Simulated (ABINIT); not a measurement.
The system is MnO2.

```
Mn O
1.0
     2.85658    0.00000    0.00000
    -1.42829    2.47387    0.00000
     0.00000    0.00000    4.60137
Mn O
1 2
Direct
  0.00000 0.00000 0.50000
  0.33333 0.66667 0.70629
  0.66667 0.33333 0.29371
```

Measurements of this composition are mostly on another form, of space group No. 136.

```yaml
Program: ABINIT 10.8.3 (patched build)
Task: relaxation of cell and atoms
Functional: LDA
Potentials_or_basis: PseudoDojo NC SR LDA v0.4.1 standard
Cutoff: 1306 eV
k_mesh: 8 × 8 × 4
Occupations: fermi-dirac, width 0.05 eV
Spin: collinear spin, ferromagnetic start
Starting_moments: "[4.0, 0.0, 0.0] μB"
```

At the start: pressure -9.0 GPa; volume 10.84 Å³/atom.

Question: Where does the relaxation end?

Answer: Over 11 steps the energy falls by 14.9 meV/atom and the volume is 10.01 Å³/atom (-7.7 %); space group P-3m1 (No. 164, to 0.05 Å); moment 3.00 μB per cell.

Step by step:
| step | energy change (eV) | largest force (eV/Å) | pressure (GPa) | volume (Å³) |
| --- | --- | --- | --- | --- |
| 1 | 0.0000 | 0.5865 | -8.98 | 32.52 |
| 2 | -0.0371 | 0.0797 | -2.41 | 31.63 |
| 3 | -0.0395 | 0.0897 | -0.04 | 31.33 |
| 4 | -0.0396 | 0.0781 | -0.11 | 31.32 |
| 5 | -0.0409 | 0.0267 | -0.34 | 31.06 |
| 6 | -0.0413 | 0.0405 | -0.25 | 30.93 |
| 7 | -0.0427 | 0.0615 | 0.15 | 30.41 |
| 8 | -0.0438 | 0.0511 | 0.34 | 30.05 |
| 9 | -0.0445 | 0.0216 | 0.20 | 29.93 |
| 10 | -0.0446 | 0.0029 | -0.01 | 30.01 |
| 11 | -0.0446 | 0.0004 | 0.00 | 30.02 |

Final structure:
```cif
data_structure
_symmetry_space_group_name_H-M 'P 1'
_symmetry_Int_Tables_number 1
_cell_length_a 2.8156
_cell_length_b 2.8156
_cell_length_c 4.3721
_cell_angle_alpha 90.000
_cell_angle_beta 90.000
_cell_angle_gamma 120.000
_cell_volume 30.02
loop_
_atom_site_label
_atom_site_type_symbol
_atom_site_fract_x
_atom_site_fract_y
_atom_site_fract_z
_atom_site_occupancy
Mn1 Mn 0.00000 0.00000 0.50000 1
O1 O 0.33333 0.66667 0.71431 1
O2 O 0.66667 0.33333 0.28569 1
```

Caveat: a cell with one magnetic atom can't hold antiferromagnetic order, which such compounds often take.
